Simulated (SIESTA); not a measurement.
MoS2:

```xyz
3
Lattice="1.5800 0.9122 6.1500 -1.5800 0.9122 6.1500 0.0000 -1.8244 6.1500" Properties=species:S:1:pos:R:3 pbc="T T T"
Mo    0.0000    0.0000    0.0000
S     0.0000    0.0000    7.6936
S     0.0000    0.0000    4.6125
```

Measurements of this composition are mostly on another form, of space group No. 194.

Base run:

- Program: SIESTA 5.4.2
- Functional: PBEsol
- Potentials or basis: PseudoDojo 0.4 standard (PBEsol files)
- Basis: DZP (energy shift 0.003 Ry; two zetas on semicore shells)
- Grid cutoff: 800 Ry
- Energy shift: 0.003 Ry
- k mesh: 8 × 8 × 8
- Occupations: fermi-dirac, width 0.05 eV
- Spin: no spin polarisation
- Hubbard terms: Mo d U = 2 eV

Its results: band gap on the k mesh 1.06 eV, indirect (least direct gap 2.05 eV); pressure 2.3 GPa; largest force 0.593 eV/Å.

Question: The run is repeated on the same cell with these changes: hubbard terms from Mo d U = 2 eV to none. What comes out?

Answer: Band gap on the k mesh 1.04 eV, indirect (least direct gap 2.05 eV); pressure 3.4 GPa; largest force 0.710 eV/Å.

Caveats: the basis of atomic orbitals isn't converged, which shifts pressures, moduli and gaps.

A k mesh can miss the band edges.
